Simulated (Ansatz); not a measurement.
**MoS2: a single-point run**

The task is a single-point run on MoS2. The structure is shown as the input types it. The cell is built on a prototype (CdCl2 type) and needn't be the phase found in nature.

Program: Ansatz 0.2.0. Level of theory: density functional or hybrid calculation with the settings of its input, plane waves (as first typed). These are calculated values, not measurements.

4 further runs of the same task are left out: 1 for a known fault of the program, 3 that didn't finish.

### Step 1. The starting structure

Symmetry: R-3m, No. 166, trigonal system. The conventional cell has a = 3.193 Å, b = 3.193 Å, c = 18.232 Å, α = 90.00°, β = 90.00°, γ = 120.00°. Mo (site symmetry -3m) has 6 S at 2.42 Å as nearest neighbours. Around S (site symmetry 3m) lie 3 Mo at 2.42 Å.

The input asks for a charge of +1 e on the cell.

Coordinates:

```
Mo S
1.0
     1.59653    0.92176    6.07723
    -1.59653    0.92176    6.07723
     0.00000   -1.84351    6.07723
Mo S
1 2
Direct
  0.00000 0.00000 0.00000
  0.24743 0.24743 0.24743
  0.75257 0.75257 0.75257
```

### Step 2. The calculation

input.yaml reads:

```yaml
crystal:
  lattice:
    - [1.5965300489, 0.9217570535, 6.0772313985]
    - [-1.5965300489, 0.9217570535, 6.0772313985]
    - [0.0, -1.843514107, 6.0772313985]
  atoms:
    - { symbol: Mo, position: [0.0, 0.0, 0.0] }
    - { symbol: S, position: [0.2474267338, 0.2474267338, 0.2474267338] }
    - { symbol: S, position: [0.7525732662, 0.7525732662, 0.7525732662] }
kpoints:
  mp_grid: { grid: [6, 6, 6] }
hamiltonian:
  xc: pbe
scf:
  occupations: { method: fermi_dirac, width: 0.02 }
  n_extra_bands: 4
  max_iter: 63
output:
  forces: true
  stress: true
  eigenvalues: true
total_charge: 1
```

On the command line:

```sh
ansatz run input.yaml --threads 4 --pin off --max-ram 3686MiB --backend cpu --events-out ev --progress --plain --runs-dir out
```

**Question.** How will this run end, and is anything wrong with its input?

This run ends as converged. Convergence says nothing about whether the input makes sense.

The suspect setting: total_charge is 1. With this charge the calculation describes a differently charged system.

Run again and compare: delete total_charge (the default then holds).
